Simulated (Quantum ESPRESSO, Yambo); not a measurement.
Planning a run of Yambo 5.3.0 on AgBr (Fm-3m). The input:

```
optics
chi
dipoles
Chimod= "HARTREE"
% QpntsRXd
 1 | 4 |
%
% BndsRnXd
 1 | 61 |
%
NGsBlkXd= 3 Ry
% EnRngeXd
 0 | 30 | eV
%
% DmRngeXd
 0.2 | 0.2 | eV
%
ETStpsXd= 301
% LongDrXd
 1 | 0 | 0 |
%
```

The database entry behind the starting cell differs from later determinations by our own check (about 0.6 % short of the room-temperature cell), so it need not match the best structure at ambient conditions.

```sh
OMP_NUM_THREADS=1 mpirun -n 4 yambo -F optics1.in -J optics1 -C optics1 > optics1.log
```

The stored states that it reads are on a 6×6×6 mesh. It takes space group Fm-3m (No. 225, cubic). Conventional cell: a = 5.740 Å, b = 5.740 Å, c = 5.740 Å, α = 90.00°, β = 90.00°, γ = 90.00°. Nearest to Ag lie 6 Br at 2.87 Å. Br has 6 Ag at 2.87 Å nearest. Farther neighbours and most contacts between anions are not listed.

**Question.** Estimate wall time and host memory on 4 MPI ranks of Arm Neoverse N1, shared host.

It took 88 s; on shared hardware allow 44 s to 2.9 min. Peak host memory was 1.5 GiB.

[Paths, hosts, dates, memory and timing lines, banners, echoed tables and standing remarks are left out of the program output.]

[Logs are printed without paths, hosts, clocks, repeated set-up lines and the standing remarks that a program may print on its own settings, such as how far it seeks lower states.]

[Runs of the session that timed out or met a known fault of the program may be left out.]

[Hosts, paths, dates, database ids (printed as entryN), source tags and the programs' standing remarks are cut or masked in the printed files.]
